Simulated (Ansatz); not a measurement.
Calculation for HfC (zincblende type): DFT, PBE, PAW with Ansatz's default frozen-core files, scalar-relativistic (Ansatz 0.2.0). This run: zincblende relaxed under pressure.

The start is a guessed cell of a prototype that needn't be stable.

Command: `ansatz run input.yaml --threads 1 --pin off --max-ram 3584MiB --backend cpu --events-out ev --progress --plain --runs-dir out` It took 51 s on 1 thread of Intel(R) Xeon(R) 6975P-C (Granite Rapids) (shared host), peak memory 0.39 GiB.

```yaml
crystal:
  lattice:
    - [0.0, 2.4713074607, 2.4713074607]
    - [2.4713074607, 0.0, 2.4713074607]
    - [2.4713074607, 2.4713074607, 0.0]
  atoms:
    - { symbol: Hf, position: [0.0, 0.0, 0.0] }
    - { symbol: C, position: [0.25, 0.25, 0.25] }
kpoints:
  mp_grid: { grid: [13, 13, 13] }
scf:
  occupations: { method: fermi_dirac, width: 0.1 }
hamiltonian:
  xc: pbe
  pseudopotentials: { kind: paw }
output:
  forces: true
  stress: true
  eigenvalues: true
  write_density: true
  write_potential: true
  elf: true
  volumetric_format: npy
relax:
  f_tol: 0.005
  max_steps: 40
  cell: { p_target: 0.032, stress_tol: 0.03 }
```

Output:

```
Engine: ansatz 0.2.0
Pseudopotentials: kind: paw
Pseudopotential: Hf, paw, valence charge 26, recommended cutoff 420 eV (normal), Hf.paw.azcp
Pseudopotential: C, paw, valence charge 4, recommended cutoff 420 eV (normal), C.paw.azcp
Functional definition: PBE
  parameter kappa = 0.804
  parameter beta = 0.06672455060314922
  exchange = pbe_x(kappa = kappa, mu = beta*pi^2/3)
  correlation = pbe_c(beta = beta)
Crystal: 2 atoms, lattice volume = 30.186 Å³
Basis set: ecut = 420 eV, 609 PW (Γ), exchange–correlation on 48×48×48 points (8 copies of the dense FFT grid, shifted against one another)
Bands: 19, of which v1, the nominal top of the filled ones, is band 15 counted from 1 (14 counted from 0)
Symmetry: 24 space group operations
Space group: F-43m (ITA 216), of the structure as read, at distance tolerance 3.1e-5 Å
k-points: 84 of 2197 (time reversal used)
Non-local potential: Hf, projectors of the file, l = 0: 3, l = 1: 2, l = 2: 2, l = 3: 3
Non-local potential: C, projectors of the file, l = 0: 2, l = 1: 2, l = 2: 1
PAW form: soft (Blöchl's): semilocal exchange-correlation on the pseudo side does not see the compensation charge
PAW one-centre angular grid: Hf, 590 points (default); XC on 64 Gauss nodes
PAW one-centre angular grid: C, 110 points (default); XC on 64 Gauss nodes
Initial density: superposition of atomic densities (neutral atoms: chi_scale 0, normalization atom), corrected by the library's trained network
Initial wavefunctions: pseudopotential atomic-orbital guess
Functional: x = pbe(κ = 0.804, μ = 0.2195149727645171), c = pbe(β = 0.06672455060314922)
SCF iter   1: F=—  HF=-15972.834598 eV  |F-HF|=—  |Δ(HF+E_count)|=         —  Δρ=1.41e-2  dr2=9.48e-2  ethr=1.77e-3  ⟨swp⟩=4.2  Hψ=6335  notcnv=0
preconditioner: auto → none  [insulator: Δε(μ)=0.563 eV  Ē_g=17.569 eV  σ=0.100 eV  W_gap=0.88  n_scr=14 (ndim 8)  ℏωp=35.8 eV  f_vac=0.000  D(μ)=0.11/eV (n_scr^D=0)  ε∞_Penn≈5.1]
SCF iter   2: F=—  HF=-15972.814105 eV  |F-HF|=—  |Δ(HF+E_count)|=   2.05e-2  Δρ=2.79e-3  dr2=3.48e-3  ethr=3.16e-4  ⟨swp⟩=1.8  Hψ=2368  notcnv=0
SCF iter   3: F=—  HF=-15972.813463 eV  |F-HF|=—  |Δ(HF+E_count)|=   6.42e-4  Δρ=8.12e-4  dr2=8.97e-5  ethr=1.16e-5  ⟨swp⟩=2.1  Hψ=1984  notcnv=0
SCF iter   4: F=—  HF=-15972.813485 eV  |F-HF|=—  |Δ(HF+E_count)|=   2.22e-5  Δρ=2.93e-4  dr2=1.85e-5  ethr=2.99e-7  ⟨swp⟩=2.3  Hψ=2913  notcnv=0
SCF iter   5: F=—  HF=-15972.813468 eV  |F-HF|=—  |Δ(HF+E_count)|=   1.71e-5  Δρ=5.88e-5  dr2=4.12e-7  ethr=6.16e-8  ⟨swp⟩=2.0  Hψ=2867  notcnv=0
SCF iter   6: F=—  HF=-15972.813468 eV  |F-HF|=—  |Δ(HF+E_count)|=   3.88e-7  Δρ=1.47e-5  dr2=5.76e-8  ethr=3.33e-10  ⟨swp⟩=11.1  Hψ=15084  notcnv=0
SCF iter   7: F=-15972.813467 eV  HF=-15972.813467 eV  |F-HF|=5.38e-8  |Δ(HF+E_count)|=   4.75e-8  Δρ=6.76e-6  dr2=9.12e-9  ethr=1.92e-10  ⟨swp⟩=7.8  Hψ=9683  notcnv=0
SCF 1 converged in 7 iterations: F = -15972.813467 eV  dr2 = 9.12e-9
  greatest PAW one-centre occupation: 0.998 electrons in one spin orbital (limit 2), on the Hf atom at site 0 (counted from 0), in its partial waves of l = 0
relax step   1: F+E_penalty+E_count = -15972.81346741 eV  Δ(F+E_penalty+E_count) = +0.000e0 eV  max|allowed force component| = 5.736e-16 eV/Å  Δτ_max = 0.0000 Å  P = +10.556 GPa  Ω = 30.186 Å³  (7 SCF iters, dr2 threshold 1.00e-7 eV, accepted)
Crystal: 2 atoms, lattice volume = 32.506 Å³
Initial density: handed on by an earlier stage of this run
Initial wavefunctions: those handed on with the density
iter 1 solved again at ethr=3.13e-4 eV; its pass at ethr=3.10e-3 eV (dr2=9.40e-2 eV) is discarded
SCF iter   1: F=—  HF=-15972.886850 eV  |F-HF|=—  |Δ(HF+E_count)|=         —  Δρ=1.44e-2  dr2=9.68e-2  ethr=3.13e-4  ⟨swp⟩=1.0  Hψ=9821  notcnv=0
preconditioner: auto → none  [insulator: Δε(μ)=0.307 eV  Ē_g=17.447 eV  σ=0.100 eV  W_gap=0.64  n_scr=14 (ndim 8)  ℏωp=34.5 eV  f_vac=0.004  D(μ)=0.35/eV (n_scr^D=0)  ε∞_Penn≈4.9]
SCF iter   2: F=—  HF=-15972.866670 eV  |F-HF|=—  |Δ(HF+E_count)|=   2.02e-2  Δρ=3.28e-3  dr2=4.36e-3  ethr=3.13e-4  ⟨swp⟩=2.0  Hψ=2171  notcnv=0
SCF iter   3: F=—  HF=-15972.865877 eV  |F-HF|=—  |Δ(HF+E_count)|=   7.92e-4  Δρ=7.54e-4  dr2=1.03e-4  ethr=1.45e-5  ⟨swp⟩=2.0  Hψ=2520  notcnv=0
SCF iter   4: F=—  HF=-15972.865720 eV  |F-HF|=—  |Δ(HF+E_count)|=   1.57e-4  Δρ=4.62e-4  dr2=3.31e-5  ethr=3.44e-7  ⟨swp⟩=2.0  Hψ=2856  notcnv=0
SCF iter   5: F=—  HF=-15972.865754 eV  |F-HF|=—  |Δ(HF+E_count)|=   3.33e-5  Δρ=5.12e-5  dr2=3.81e-7  ethr=1.10e-7  ⟨swp⟩=2.0  Hψ=2856  notcnv=0
SCF iter   6: F=—  HF=-15972.865752 eV  |F-HF|=—  |Δ(HF+E_count)|=   1.93e-6  Δρ=1.01e-5  dr2=1.54e-8  ethr=6.67e-10  ⟨swp⟩=11.1  Hψ=15520  notcnv=0
SCF iter   7: F=-15972.865752 eV  HF=-15972.865752 eV  |F-HF|=1.74e-9  |Δ(HF+E_count)|=   6.26e-8  Δρ=9.57e-7  dr2=1.95e-10  ethr=5.13e-11  ⟨swp⟩=9.7  Hψ=12510  notcnv=0
SCF 2 converged in 7 iterations: F = -15972.865752 eV  dr2 = 1.95e-10
  Residual-converged pass: ⟨swp⟩=1.1  Hψ=1947  notcnv=0  max |occ|·‖R‖ = 7.1e-9 eV (tolerance 1.0e-8 eV)  dr2=1.95e-10  dr2_onsite=2.54e-9  max |Δocc| = 2.6e-12
relax step   2: F+E_penalty+E_count = -15972.86575176 eV  Δ(F+E_penalty+E_count) = -5.228e-2 eV  max|allowed force component| = 1.388e-16 eV/Å  Δτ_max = 0.0000 Å  P = -2.171 GPa  Ω = 32.506 Å³  energy of the carried Pulay correction = -3.374e-3 eV  (7 SCF iters, dr2 threshold 2.00e-7 eV, accepted)
Crystal: 2 atoms, lattice volume = 32.080 Å³
iter 1 solved again at ethr=9.68e-6 eV; its pass at ethr=3.10e-3 eV (dr2=2.90e-3 eV) is discarded
SCF iter   1: F=—  HF=-15972.870044 eV  |F-HF|=—  |Δ(HF+E_count)|=         —  Δρ=2.44e-3  dr2=2.69e-3  ethr=9.68e-6  ⟨swp⟩=2.1  Hψ=9130  notcnv=0
preconditioner: auto → none  [insulator: Δε(μ)=0.484 eV  Ē_g=17.441 eV  σ=0.100 eV  W_gap=0.83  n_scr=14 (ndim 8)  ℏωp=34.7 eV  f_vac=0.000  D(μ)=0.17/eV (n_scr^D=0)  ε∞_Penn≈5.0]
SCF iter   2: F=—  HF=-15972.869456 eV  |F-HF|=—  |Δ(HF+E_count)|=   5.88e-4  Δρ=5.06e-4  dr2=9.57e-5  ethr=8.98e-6  ⟨swp⟩=2.0  Hψ=1908  notcnv=0
SCF iter   3: F=—  HF=-15972.869447 eV  |F-HF|=—  |Δ(HF+E_count)|=   8.81e-6  Δρ=1.03e-4  dr2=1.49e-6  ethr=3.19e-7  ⟨swp⟩=2.0  Hψ=1931  notcnv=0
[... lines left out ...]
iter 5 did not close the SCF: its close was put off for the readings that it lacked (scf_convergence_deferred on its scf_iter line)
SCF iter   5: F=-15972.872893 eV  HF=-15972.872893 eV  |F-HF|=0.00e0  |Δ(HF+E_count)|=  1.82e-12  Δρ=2.90e-8  dr2=3.12e-13  ethr=1.00e-12  ⟨swp⟩=1.0  Hψ=1596  notcnv=0
iter 6 did not close the SCF: its close was put off for the readings that it lacked (scf_convergence_deferred on its scf_iter line)
SCF iter   6: F=-15972.872893 eV  HF=-15972.872893 eV  |F-HF|=3.64e-12  |Δ(HF+E_count)|=  1.82e-12  Δρ=4.53e-9  dr2=3.23e-15  ethr=1.00e-12  ⟨swp⟩=1.0  Hψ=1596  notcnv=0
iter 7 did not close the SCF: its close was put off for the readings that it lacked (scf_convergence_deferred on its scf_iter line)
SCF iter   7: F=-15972.872893 eV  HF=-15972.872893 eV  |F-HF|=0.00e0  |Δ(HF+E_count)|=  3.64e-12  Δρ=4.12e-9  dr2=6.77e-15  ethr=1.00e-12  ⟨swp⟩=1.0  Hψ=1596  notcnv=0
SCF iter   8: F=-15972.872893 eV  HF=-15972.872893 eV  |F-HF|=3.64e-12  |Δ(HF+E_count)|=  3.64e-12  Δρ=5.45e-10  dr2=4.61e-17  ethr=1.00e-12  ⟨swp⟩=3.0  Hψ=5416  notcnv=0
SCF 7 converged in 8 iterations: F = -15972.872893 eV  dr2 = 4.61e-17
relax step   7: F+E_penalty+E_count = -15972.87289299 eV  Δ(F+E_penalty+E_count) = -3.312e-5 eV  max|allowed force component| = 4.348e-16 eV/Å  Δτ_max = 0.0000 Å  P = +0.034 GPa  Ω = 32.070 Å³  stress off target by 1.75e-3 GPa  SCF on the basis re-selected at this cell (its energy is not comparable with the rows above)  (8 SCF iters)
basis re-selected at this cell: Δ(F+E_penalty+E_count) = -3.312e-5 eV, ΔP = +0.001 GPa vs the last step (what re-selecting the basis moved, of the pressure what is left beyond the Pulay correction that the steps carried, after the strain that the cell walked since its last selection, with what the two solves' SCF thresholds leave and, on support functions, any second-order correction that the steps lacked; it is no measure of the basis error at this ecutwfc). This SCF's stress stands 1.75e-3 GPa from its target on what of the cell is left free (relax.cell.stress_tol is 3.00e-2 GPa) and its largest allowed force component is 4.35e-16 eV/Å (relax.f_tol is 5.00e-3 eV/Å): within both
SCF converged after 8 iterations
Free energy (F): -15972.872893 eV
Harris-Foulkes:  -15972.872893 eV  (|F-HF|=3.64e-12)
Internal energy: -15972.864797 eV  (E = F + TS)
E sigma→0 (E₀):  -15972.868845 eV
Entropy (-TS):   -0.008096 eV (-4.048 meV/atom)
Fermi energy:    14.923810 eV
--- Per-component energies (eV) ---
  E_band       = -41.670025
  E_kinetic    = 510.931890
  E_local      = -5823.757795  (includes V_loc(G=0)·N_el)
  E_nonlocal   = -1216.455497
  E_hartree    = 2698.733811
  E_xc         = -347.952420
  E_vxc        = -325.457816  (∫ρ·V_xc dr)
  E_paw        = -7026.900541  (= ΣΔE_a)
  E_vpaw       = 1415.601566  (= ΣTr[D̂ρ^β])
  E_aug_tail   = 0.000005  (compensation charges beyond the density's cutoff)
  E_ewald      = -4767.464250
  E_smearing   = -0.008096  (= −TS)
  E_closure    = -0.000000  (closes the sum)
  Σ components = -15972.872893   (vs F -15972.872893, Δ=0.00e0)
--- Forces (eV/Å), atoms counted from 1 ---
  atom   1  Hf    -0.00000000    -0.00000000    -0.00000000
  atom   2  C      0.00000000     0.00000000     0.00000000
  max |Σ_I F_I| component: 3.52e-16 eV/Å
--- Stress (GPa, compression-positive) ---
        0.033749      -0.000000      -0.000000
       -0.000000       0.033749      -0.000000
       -0.000000      -0.000000       0.033749
  P = ⅓ Tr σ = 0.0337 GPa (0.337 kbar)
--- Band table (eV; the first three rows and the last of 84) ---
  k-point 0: bands = ["-46.2875", "-14.8832", "-14.8832", "-14.8832", "3.4153", "3.7514", "3.7514", "3.7514", "3.7986", "3.7986", "3.7986", "4.4555", "12.4900", "12.4900", "12.4900", "18.0451", "18.3467", "18.3467", "23.8703"]
  k-point 1: bands = ["-46.2867", "-14.9021", "-14.8859", "-14.8859", "3.4469", "3.7515", "3.7525", "3.7525", "3.7968", "3.7968", "3.7987", "4.5203", "12.3455", "12.5397", "12.5397", "18.2623", "18.2623", "18.3394", "23.6908"]
  k-point 2: bands = ["-46.2846", "-14.9538", "-14.8933", "-14.8933", "3.5185", "3.7522", "3.7552", "3.7552", "3.7920", "3.7920", "3.7989", "4.7170", "12.0276", "12.6713", "12.6713", "18.0986", "18.0986", "19.0515", "23.3091"]
  k-point 83: bands = ["-46.2700", "-15.1249", "-15.0678", "-14.9982", "3.7312", "3.7577", "3.7648", "3.7726", "3.7733", "3.7756", "3.7841", "6.3989", "11.8944", "12.7889", "14.6765", "15.1608", "18.2895", "19.7735", "21.2642"]
--- Relaxed structure (5 steps of the walk, 5 accepted, 2 SCFs on fresh bases) ---
  F+E_penalty+E_count = -15972.87289299 eV   max|allowed force component| = 4.348e-16 eV/Å   (the final SCF, on the basis selected at the relaxed cell)
  cell:  # Å, volume = 32.0699 Å³
    - [7.897826650988163e-33, 2.521676396364833, 2.521676396364833]
    - [2.521676396364833, 7.490196888356518e-33, 2.521676396364833]
    - [2.521676396364833, 2.521676396364833, 1.4063226810791828e-32]
  atoms:
    - { symbol: Hf, position: [-6.429358666968188e-34, 1.5911039125325315e-33, 1.7599557563114943e-33] }
    - { symbol: C, position: [0.24999999999999997, 0.24999999999999997, 0.24999999999999997] }
```

Spin–orbit coupling is left out, which matters for the heavy atoms.
